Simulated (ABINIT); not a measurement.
# BAs (F-43m): a self-consistent loop beyond G0W0, cycle by cycle, part 2 of 3

How far does self-consistency move the gap of BAs (F-43m)?

ABINIT 10.8.3; PBE and many-body steps on it, plane waves. Known limits of the many-body steps: not at the basis limit; no spin-orbit coupling.

So far. Step 4 (G0W0): The gap on the mesh goes from 1.29 eV to 1.91 eV, a correction of +0.62 eV. Step 5 (evGW0, cycle 1): Against G0W0 in ABINIT (6×6×6 mesh, 157 bands, screening to 228.6 eV, Godby-Needs plasmon pole), the gap moves by +0.147 eV. This first cycle still uses the starting levels; it takes the full correction, at all points of the mesh, and its linearised value is 1.909 eV.

### Step 6. evGW0, cycle 2

Level of this step: evGW0 on PBE, plane waves, norm-conserving pseudopotentials (ABINIT).

The corrected levels of the last cycle go back in.

Input file run.abi:

```
acell 3*1.0 Angstrom
rprim 
  -0.000000000000 2.388500000000 2.388500000000
  2.388500000000 -0.000000000000 2.388500000000
  2.388500000000 2.388500000000 -0.000000000000
ntypat 2
znucl 5 33
natom 2
typat 1 2
xred 
  0.000000000000 0.000000000000 0.000000000000
  0.250000000000 0.250000000000 0.250000000000
pp_dirpath "pseudos"
pseudos "B.upf, As.upf"
ecut 44
ngkpt 6 6 6
nshiftk 1
shiftk 0 0 0
kptopt 1
chksymbreak 0
istwfk *1
occopt 1
irdwfk 1
optdriver 4
nband 157
gwcalctyp 10
ecutsigx 44
symsigma 1
nkptgw 16
kptgw 
  0.0000000000 0.0000000000 0.0000000000
  0.1666666667 0.0000000000 0.0000000000
  0.3333333333 0.0000000000 0.0000000000
  0.5000000000 0.0000000000 0.0000000000
  0.1666666667 0.1666666667 0.0000000000
  0.3333333333 0.1666666667 0.0000000000
  0.5000000000 0.1666666667 0.0000000000
  -0.3333333333 0.1666666667 0.0000000000
  -0.1666666667 0.1666666667 0.0000000000
  0.3333333333 0.3333333333 0.0000000000
  0.5000000000 0.3333333333 0.0000000000
  -0.3333333333 0.3333333333 0.0000000000
  0.5000000000 0.5000000000 0.0000000000
  0.5000000000 0.3333333333 0.1666666667
  -0.3333333333 0.3333333333 0.1666666667
  -0.3333333333 0.5000000000 0.1666666667
bdgw 
  11 17
  11 17
  11 17
  11 17
  11 17
  11 17
  11 17
  11 17
  11 17
  11 17
  11 17
  11 17
  11 17
  11 17
  11 17
  11 17
ecuteps 8.4
irdscr 1
ppmodel 1
irdqps 1
indata_prefix "in"
outdata_prefix "out"
tmpdata_prefix "tmp"
```

Launch:

```sh
OMP_NUM_THREADS=1 mpirun -n 4 abinit run.abi > log
```

What it wrote:

```text
.Version 10.8.3 of ABINIT. v10.8.2 released Aug 2026.

 Symmetries : space group F-4 3 m (#216); Bravais cF (face-center cubic)
[... echo of the input left out ...]
== DATASET  1 ==================================================================
-   mpi_nproc: 4, omp_nthreads: 1 (-1 if OMP is not activated)

--- !DatasetInfo
iteration_state: {dtset: 1, }
dimensions: {natom: 2, nkpt: 16, mband: 157, nsppol: 1, nspinor: 1, nspden: 1, mpw: 2637, }
cutoff_energies: {ecut:  44.0, pawecutdg:  -1.0, }
[...]
.  kptgw no:  3; Maximum DeltaE = (  -0.053   0.000) for band index:  1
[...]
.  kptgw no: 15; Maximum DeltaE = (  -0.017  -0.000) for band index:  1
.  kptgw no: 16; Maximum DeltaE = (  -0.026  -0.000) for band index:  1

== END DATASET(S) ==============================================================
================================================================================

 -outvars: echo values of variables after computation  --------
           etotal      0.0000000000E+00
            nband         157
             nkpt          16
          spgroup         216
 [... the other variables as echoed above ...]

 Calculation completed.
```

The job ended after 9.4 min (4 MPI ranks of Intel Xeon Platinum 8375C at 2.90GHz (Ice Lake), shared host; peak memory 1.5 GiB).

This step gave:

| Quantity | Value |
| --- | --- |
| quasiparticle gap on the mesh | 1.978 eV |
| gap of the density functional on the mesh | 1.293 eV |
| k of the valence top | 0, 0, 0 |
| k of the conduction bottom | 0.3333, 0.3333, 0 |
| least direct quasiparticle gap on the computed points | 4.227 eV |

Against the cycle before, the gap moves by −0.078 eV.

### Step 7. evGW0, cycle 3

run.abi is that of step 6.

What it wrote:

```text
.Version 10.8.3 of ABINIT. v10.8.2 released Aug 2026.

 Symmetries : space group F-4 3 m (#216); Bravais cF (face-center cubic)
[... echo of the input left out ...]
== DATASET  1 ==================================================================
-   mpi_nproc: 4, omp_nthreads: 1 (-1 if OMP is not activated)

--- !DatasetInfo
iteration_state: {dtset: 1, }
dimensions: {natom: 2, nkpt: 16, mband: 157, nsppol: 1, nspinor: 1, nspden: 1, mpw: 2637, }
cutoff_energies: {ecut:  44.0, pawecutdg:  -1.0, }
[...]
.  kptgw no:  3; Maximum DeltaE = (   0.008   0.000) for band index:  1
[...]
.  kptgw no: 15; Maximum DeltaE = (   0.002  -0.000) for band index:  1
.  kptgw no: 16; Maximum DeltaE = (   0.003   0.000) for band index:  1

== END DATASET(S) ==============================================================
================================================================================

 -outvars: echo values of variables after computation  --------
           etotal      0.0000000000E+00
            nband         157
             nkpt          16
          spgroup         216
 [... the other variables as echoed above ...]

 Calculation completed.
```

Run time: 9.5 min. Hardware: 4 MPI ranks; peak memory 1.5 GiB; 38 min of CPU time.

Numbers from this step:

| Quantity | Value |
| --- | --- |
| quasiparticle gap on the mesh | 1.986 eV |
| gap of the density functional on the mesh | 1.293 eV |
| k of the valence top | 0, 0, 0 |
| k of the conduction bottom | 0.3333, 0.3333, 0 |
| least direct quasiparticle gap on the computed points | 4.242 eV |

Against the cycle before, the gap moves by +0.008 eV.

### Step 8. Screening, 6×6×6 mesh, 157 bands, screening to 228.6 eV

This step: RPA screening on PBE, plane waves, norm-conserving pseudopotentials.

Input file run.abi:

```
acell 3*1.0 Angstrom
rprim 
  -0.000000000000 2.388500000000 2.388500000000
  2.388500000000 -0.000000000000 2.388500000000
  2.388500000000 2.388500000000 -0.000000000000
ntypat 2
znucl 5 33
natom 2
typat 1 2
xred 
  0.000000000000 0.000000000000 0.000000000000
  0.250000000000 0.250000000000 0.250000000000
pp_dirpath "pseudos"
pseudos "B.upf, As.upf"
ecut 44
ngkpt 6 6 6
nshiftk 1
shiftk 0 0 0
kptopt 1
chksymbreak 0
istwfk *1
occopt 1
irdwfk 1
optdriver 3
nband 157
ecuteps 8.4
inclvkb 2
awtr 1
symchi 1
gwcalctyp 10
mbpt_sciss 0.970 eV
nqptdm 1
qptdm 
  0 0 0
indata_prefix "in"
outdata_prefix "out"
tmpdata_prefix "tmp"
```

What it wrote:

```text
.Version 10.8.3 of ABINIT. v10.8.2 released Aug 2026.

 Symmetries : space group F-4 3 m (#216); Bravais cF (face-center cubic)
[... echo of the input left out ...]
== DATASET  1 ==================================================================
-   mpi_nproc: 4, omp_nthreads: 1 (-1 if OMP is not activated)

--- !DatasetInfo
iteration_state: {dtset: 1, }
dimensions: {natom: 2, nkpt: 16, mband: 157, nsppol: 1, nspinor: 1, nspden: 1, mpw: 2637, }
cutoff_energies: {ecut:  44.0, pawecutdg:  -1.0, }
electrons: {nelect:   2.60000000E+01, charge:   0.00000000E+00, occopt:   1.00000000E+00, tsmear:   1.00000000E-02, }

 SCREENING: Calculation of the susceptibility and dielectric matrices

 Based on a program developped by R.W. Godby, V. Olevano, G. Onida, and L. Reining.
 Incorporated in ABINIT by V. Olevano, G.-M. Rignanese, and M. Torrent.
.Using double precision arithmetic ; gwpc =  8

[... cell and pseudopotentials left out ...]
--------------------------------------------------------------------------------

 ==== K-mesh for the wavefunctions ====
 Number of points in the irreducible wedge :    16
[... list of points left out ...]
 Together with 24 symmetry operations and time-reversal symmetry
 yields   216 points in the full Brillouin Zone.

 ==== Q-mesh for the screening function ====
 Number of points in the irreducible wedge :    16
[... list of points left out ...]
 Together with 24 symmetry operations and time-reversal symmetry
 yields   216 points in the full Brillouin Zone.

 setmesh: FFT mesh size selected  =    27x   27x   27
          total number of points  =        19683

 vcoul_init : cutoff-mode = AUXILIARY_FUNCTION
 q-points for optical limit:   1
     1)      0.000010    0.000020    0.000030

 Dielectric matrix will be calculated only for some
 selected q points provided by the user through the input variables
 nqptdm and qptdm

- screening: taking advantage of time-reversal symmetry
- Maximum band index for partially occupied states nbvw = 13
- Remaining bands to be divided among processors   nbcw = 144
- Number of bands treated by each node ~36

 rdqps: reading QP wavefunctions of the previous step
        looking for file in_QPS
 file not found, 1st iteration initialized with KS eigenelements

 screening : performing a first self-consistency
 update of the energies in W by a scissor operator
 applying a scissor operator of [eV] :   0.970

 Number of electrons calculated from density =   26.0000; Expected =   26.0000
 average of density, n =  0.141374
 r_s =    1.1908
 omega_plasma =   36.2695 [eV]

 calculating chi0 at frequencies [eV] :
  1    0.000000E+00    0.000000E+00
  2    0.000000E+00    3.626946E+01

--------------------------------------------------------------------------------
  q-point number  1        q = ( 0.000000, 0.000000, 0.000000) [r.l.u.]
--------------------------------------------------------------------------------
[... chi0 elements left out ...]
 For q-point:  0.000010 0.000020 0.000030
  dielectric constant =   9.1185
  dielectric constant without local fields =   9.8973

  Average fulfillment of the sum rule on Im[epsilon] for q-point    1 :     61.35  [%]
[... wings left out ...]
== END DATASET(S) ==============================================================
================================================================================

 -outvars: echo values of variables after computation  --------
           etotal      0.0000000000E+00
            nband         157
             nkpt          16
          spgroup         216
 [... the other variables as echoed above ...]

 Calculation completed.
```

The job ended after 9.2 s (4 MPI ranks; peak memory 1.5 GiB; 36 s of CPU time).

This step gave:

- ε∞ with local fields, on this mesh, along the program's q direction: 9.118
- the same without local fields: 9.897
- plasma frequency: 36.27 eV
- plane waves in the screening matrix: 181

This screening uses the functional's bands under a rigid shift, the mean opening of the cycle before.

### Step 9. Screening, 6×6×6 mesh, 157 bands, screening to 228.6 eV

This step: RPA screening on PBE from quasiparticle energies, plane waves, norm-conserving pseudopotentials.

run.abi: that of step 8 with these lines changed.

```diff
@@ -29,7 +29,21 @@
 symchi 1
+irdqps 1
 gwcalctyp 10
-mbpt_sciss 0.970 eV
-nqptdm 1
+nqptdm 15
 qptdm 
-  0 0 0
+  0.1666666667 0.0000000000 0.0000000000
+  0.3333333333 0.0000000000 0.0000000000
+  0.5000000000 0.0000000000 0.0000000000
+  0.1666666667 0.1666666667 0.0000000000
+  0.3333333333 0.1666666667 0.0000000000
+  0.5000000000 0.1666666667 0.0000000000
+  -0.3333333333 0.1666666667 0.0000000000
+  -0.1666666667 0.1666666667 0.0000000000
+  0.3333333333 0.3333333333 0.0000000000
+  0.5000000000 0.3333333333 0.0000000000
+  -0.3333333333 0.3333333333 0.0000000000
+  0.5000000000 0.5000000000 0.0000000000
+  0.5000000000 0.3333333333 0.1666666667
+  -0.3333333333 0.3333333333 0.1666666667
+  -0.3333333333 0.5000000000 0.1666666667
 indata_prefix "in"
```

Input file mrgscr.stdin:

```
2
merged
q0_SCR
out_SCR
1
```

Launch:

```sh
OMP_NUM_THREADS=1 mpirun -n 4 abinit run.abi > log; mrgscr < mrgscr.stdin
```

What it wrote:

```text
.Version 10.8.3 of ABINIT. v10.8.2 released Aug 2026.

 Symmetries : space group F-4 3 m (#216); Bravais cF (face-center cubic)
[... echo of the input left out ...]
== DATASET  1 ==================================================================
-   mpi_nproc: 4, omp_nthreads: 1 (-1 if OMP is not activated)

--- !DatasetInfo
iteration_state: {dtset: 1, }
dimensions: {natom: 2, nkpt: 16, mband: 157, nsppol: 1, nspinor: 1, nspden: 1, mpw: 2637, }
cutoff_energies: {ecut:  44.0, pawecutdg:  -1.0, }
[...]
q-point number  1        q = ( 0.166667, 0.000000, 0.000000) [r.l.u.]
--------------------------------------------------------------------------------
[... chi0 elements left out ...]
  Average fulfillment of the sum rule on Im[epsilon] for q-point    2 :     73.46  [%]

--------------------------------------------------------------------------------
  q-point number  2        q = ( 0.333333, 0.000000, 0.000000) [r.l.u.]
--------------------------------------------------------------------------------
[... chi0 elements left out ...]
  Average fulfillment of the sum rule on Im[epsilon] for q-point    3 :     68.32  [%]

 [... 13 further q-points ...]
```

Wall time 3.7 min (4 MPI ranks); peak memory 1.5 GiB; 15 min of CPU time.

This step gave:

```yaml
plasma_frequency: 36.27 eV
plane_waves_in_the_screening_matrix: 181
```

This screening reads the quasiparticle levels of the cycle before.

### Step 10. evGW, cycle 1

This step: evGW on PBE, plane waves, norm-conserving pseudopotentials.

run.abi: that of step 9 with these lines changed.

```diff
@@ -23,12 +23,10 @@
 irdwfk 1
-optdriver 3
+optdriver 4
 nband 157
-ecuteps 8.4
-inclvkb 2
-awtr 1
-symchi 1
-irdqps 1
 gwcalctyp 10
-nqptdm 15
-qptdm 
+ecutsigx 44
+symsigma 1
+nkptgw 16
+kptgw 
+  0.0000000000 0.0000000000 0.0000000000
   0.1666666667 0.0000000000 0.0000000000
@@ -48,2 +46,23 @@
   -0.3333333333 0.5000000000 0.1666666667
+bdgw 
+  11 17
+  11 17
+  11 17
+  11 17
+  11 17
+  11 17
+  11 17
+  11 17
+  11 17
+  11 17
+  11 17
+  11 17
+  11 17
+  11 17
+  11 17
+  11 17
+ecuteps 8.4
+irdscr 1
+ppmodel 1
+irdqps 1
 indata_prefix "in"
```

Launch:

```sh
OMP_NUM_THREADS=1 mpirun -n 4 abinit run.abi > log
```

What it wrote:

```text
.Version 10.8.3 of ABINIT. v10.8.2 released Aug 2026.

 Symmetries : space group F-4 3 m (#216); Bravais cF (face-center cubic)
[... echo of the input left out ...]
== DATASET  1 ==================================================================
-   mpi_nproc: 4, omp_nthreads: 1 (-1 if OMP is not activated)

--- !DatasetInfo
iteration_state: {dtset: 1, }
dimensions: {natom: 2, nkpt: 16, mband: 157, nsppol: 1, nspinor: 1, nspden: 1, mpw: 2637, }
cutoff_energies: {ecut:  44.0, pawecutdg:  -1.0, }
[...]
.  kptgw no:  3; Maximum DeltaE = (   0.072   0.000) for band index:  7
[...]
.  kptgw no: 15; Maximum DeltaE = (   0.077  -0.000) for band index:  7
.  kptgw no: 16; Maximum DeltaE = (   0.090  -0.000) for band index:  1

== END DATASET(S) ==============================================================
================================================================================

 -outvars: echo values of variables after computation  --------
           etotal      0.0000000000E+00
            nband         157
             nkpt          16
          spgroup         216
 [... the other variables as echoed above ...]

 Calculation completed.
```

The job ended after 9.4 min (4 MPI ranks; peak memory 1.5 GiB; 38 min of CPU time).

Numbers from this step:

```
quasiparticle gap on the mesh                         : 2.092 eV
gap of the density functional on the mesh             : 1.293 eV
k of the valence top                                  : 0, 0, 0
k of the conduction bottom                            : 0.3333, 0.3333, 0
least direct quasiparticle gap on the computed points : 4.358 eV
```

Against G0W0 in ABINIT (6×6×6 mesh, 157 bands, screening to 228.6 eV, Godby-Needs plasmon pole), the gap moves by +0.183 eV.

### Step 11. Screening, 6×6×6 mesh, 157 bands, screening to 228.6 eV

This step: RPA screening on PBE, plane waves, norm-conserving pseudopotentials.

Input file run.abi:

```
acell 3*1.0 Angstrom
rprim 
  -0.000000000000 2.388500000000 2.388500000000
  2.388500000000 -0.000000000000 2.388500000000
  2.388500000000 2.388500000000 -0.000000000000
ntypat 2
znucl 5 33
natom 2
typat 1 2
xred 
  0.000000000000 0.000000000000 0.000000000000
  0.250000000000 0.250000000000 0.250000000000
pp_dirpath "pseudos"
pseudos "B.upf, As.upf"
ecut 44
ngkpt 6 6 6
nshiftk 1
shiftk 0 0 0
kptopt 1
chksymbreak 0
istwfk *1
occopt 1
irdwfk 1
optdriver 3
nband 157
ecuteps 8.4
inclvkb 2
awtr 1
symchi 1
gwcalctyp 10
mbpt_sciss 1.117 eV
nqptdm 1
qptdm 
  0 0 0
indata_prefix "in"
outdata_prefix "out"
tmpdata_prefix "tmp"
```

What it wrote:

```text
.Version 10.8.3 of ABINIT. v10.8.2 released Aug 2026.

 Symmetries : space group F-4 3 m (#216); Bravais cF (face-center cubic)
[... echo of the input left out ...]
== DATASET  1 ==================================================================
-   mpi_nproc: 4, omp_nthreads: 1 (-1 if OMP is not activated)

--- !DatasetInfo
iteration_state: {dtset: 1, }
dimensions: {natom: 2, nkpt: 16, mband: 157, nsppol: 1, nspinor: 1, nspden: 1, mpw: 2637, }
cutoff_energies: {ecut:  44.0, pawecutdg:  -1.0, }
[...]
[... chi0 elements left out ...]
 For q-point:  0.000010 0.000020 0.000030
  dielectric constant =   8.9444
  dielectric constant without local fields =   9.6970

  Average fulfillment of the sum rule on Im[epsilon] for q-point    1 :     61.50  [%]
[... wings left out ...]
== END DATASET(S) ==============================================================
================================================================================

 -outvars: echo values of variables after computation  --------
           etotal      0.0000000000E+00
            nband         157
             nkpt          16
          spgroup         216
 [... the other variables as echoed above ...]

 Calculation completed.
```

Elapsed: 8.7 s, on 4 MPI ranks; peak memory 1.1 GiB; 34 s of CPU time.

This step gave:

| Item | Value |
| --- | --- |
| ε∞ with local fields, on this mesh, along the program's q direction | 8.944 |
| the same without local fields | 9.697 |
| plasma frequency | 36.27 eV |
| plane waves in the screening matrix | 181 |

This screening uses the functional's bands under a rigid shift, the mean opening of the cycle before.

(Part 2 of 3 ends here.)

[Paths, hosts, dates, memory and timing lines, banners, echoed tables and standing remarks are left out of the program output.]

[Logs are printed without paths, hosts, clocks, repeated set-up lines and the standing remarks that a program may print on its own settings, such as how far it seeks lower states.]

[Runs of the session that timed out or met a known fault of the program may be left out.]

[Hosts, paths, dates, database ids (printed as entryN), source tags and the programs' standing remarks are cut or masked in the printed files.]

[G0W0 gaps are taken among the corrected bands and points alone; a level outside them can change the order at an edge.]

[Where Ansatz stands beside ABINIT at settings called matched, ABINIT's density can come from a denser mesh and the files from another edition; pairs whose starting gaps differed by over 0.03 eV were left out, so agreement reads better than it is.]
